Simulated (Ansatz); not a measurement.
**TaN: biaxial against axial strain**

The task, for TaN: strain the cell in the xy plane and along z independently.

Program: Ansatz 0.2.0. Level of theory: DFT LDA, scalar-relativistic, plane waves, PAW. These are calculated values, not measurements.

## Step 1: The system as given

The structure is cubic, space group Fm-3m (No. 225). The conventional cell has a = 4.358 Å, b = 4.358 Å, c = 4.358 Å, α = 90.00°, β = 90.00°, γ = 90.00°. Ta (site symmetry m-3m) has 6 N at 2.18 Å as nearest neighbours. Around N (site symmetry m-3m) lie 6 Ta at 2.18 Å.

As a file:

```cif
data_structure
_symmetry_space_group_name_H-M 'Fm-3m'
_symmetry_Int_Tables_number 225
_cell_length_a 4.3580
_cell_length_b 4.3580
_cell_length_c 4.3580
_cell_angle_alpha 90.000
_cell_angle_beta 90.000
_cell_angle_gamma 90.000
_cell_volume 82.77
loop_
_atom_site_label
_atom_site_type_symbol
_atom_site_symmetry_multiplicity
_atom_site_Wyckoff_symbol
_atom_site_fract_x
_atom_site_fract_y
_atom_site_fract_z
_atom_site_occupancy
Ta1 Ta 4 b 0.50000 0.00000 0.00000 1
N1 N 4 a 0.00000 0.00000 0.00000 1
```

The cell is taken as given, not relaxed at this level.

## Step 2: Zero of the scan

input.yaml reads:

```yaml
crystal:
  lattice:
    - [0.0, 2.179, 2.179]
    - [2.179, 0.0, 2.179]
    - [2.179, 2.179, 0.0]
  atoms:
    - { symbol: Ta, position: [0.5, 0.5, 0.5] }
    - { symbol: "N", position: [0.0, 0.0, 0.0] }
basis:
  ecutwfc: 420
kpoints:
  mp_grid: { grid: [18, 18, 18] }
hamiltonian:
  xc: lda
scf:
  occupations: { method: gaussian, width: 0.15 }
output:
  forces: true
  stress: true
  eigenvalues: true
```

## Step 3: Setting up biaxial against axial strain

The cell is strained by p along both x and y and by q along z, with fractional coordinates fixed.

## Step 4: Point p = -0.050, q = -0.050

Edit input.yaml of step 2 so:

```diff
@@ -2,5 +2,5 @@
   lattice:
-    - [0.0, 2.179, 2.179]
-    - [2.179, 0.0, 2.179]
-    - [2.179, 2.179, 0.0]
+    - [0.0, 2.07005, 2.07005]
+    - [2.07005, 0.0, 2.07005]
+    - [2.07005, 2.07005, 0.0]
   atoms:
```

## Step 5: p = -0.050, q = 0.000

Edit input.yaml of step 4 so:

```diff
@@ -2,4 +2,4 @@
   lattice:
-    - [0.0, 2.07005, 2.07005]
-    - [2.07005, 0.0, 2.07005]
+    - [0.0, 2.07005, 2.179]
+    - [2.07005, 0.0, 2.179]
     - [2.07005, 2.07005, 0.0]
```

## Step 6: At p = -0.050, q = 0.050

Edit input.yaml of step 5 so:

```diff
@@ -2,4 +2,4 @@
   lattice:
-    - [0.0, 2.07005, 2.179]
-    - [2.07005, 0.0, 2.179]
+    - [0.0, 2.07005, 2.28795]
+    - [2.07005, 0.0, 2.28795]
     - [2.07005, 2.07005, 0.0]
```

## Step 7: Point p = 0.000, q = -0.050

Edit input.yaml of step 6 so:

```diff
@@ -2,5 +2,5 @@
   lattice:
-    - [0.0, 2.07005, 2.28795]
-    - [2.07005, 0.0, 2.28795]
-    - [2.07005, 2.07005, 0.0]
+    - [0.0, 2.179, 2.07005]
+    - [2.179, 0.0, 2.07005]
+    - [2.179, 2.179, 0.0]
   atoms:
```

## Step 8: Point p = 0.000, q = 0.050

Edit input.yaml of step 7 so:

```diff
@@ -2,4 +2,4 @@
   lattice:
-    - [0.0, 2.179, 2.07005]
-    - [2.179, 0.0, 2.07005]
+    - [0.0, 2.179, 2.28795]
+    - [2.179, 0.0, 2.28795]
     - [2.179, 2.179, 0.0]
```

## Step 9: At p = 0.050, q = -0.050

Edit input.yaml of step 8 so:

```diff
@@ -2,5 +2,5 @@
   lattice:
-    - [0.0, 2.179, 2.28795]
-    - [2.179, 0.0, 2.28795]
-    - [2.179, 2.179, 0.0]
+    - [0.0, 2.28795, 2.07005]
+    - [2.28795, 0.0, 2.07005]
+    - [2.28795, 2.28795, 0.0]
   atoms:
```

## Step 10: Point p = 0.050, q = 0.000

Edit input.yaml of step 9 so:

```diff
@@ -2,4 +2,4 @@
   lattice:
-    - [0.0, 2.28795, 2.07005]
-    - [2.28795, 0.0, 2.07005]
+    - [0.0, 2.28795, 2.179]
+    - [2.28795, 0.0, 2.179]
     - [2.28795, 2.28795, 0.0]
```

(Steps that only read results are left out.)

**Question.** What will these runs give? Wanted: highest point; lowest point away from the origin.

The runs gave:

| quantity | value |
| --- | --- |
| highest point | 293.2 meV/atom at (p, q) = (-0.050, -0.050) |
| lowest point away from the origin | 59.1 meV/atom at (0.000, 0.050) |

What this shows: The undisturbed cell is the lowest computed point. Spin-orbit coupling is left out for Ta.
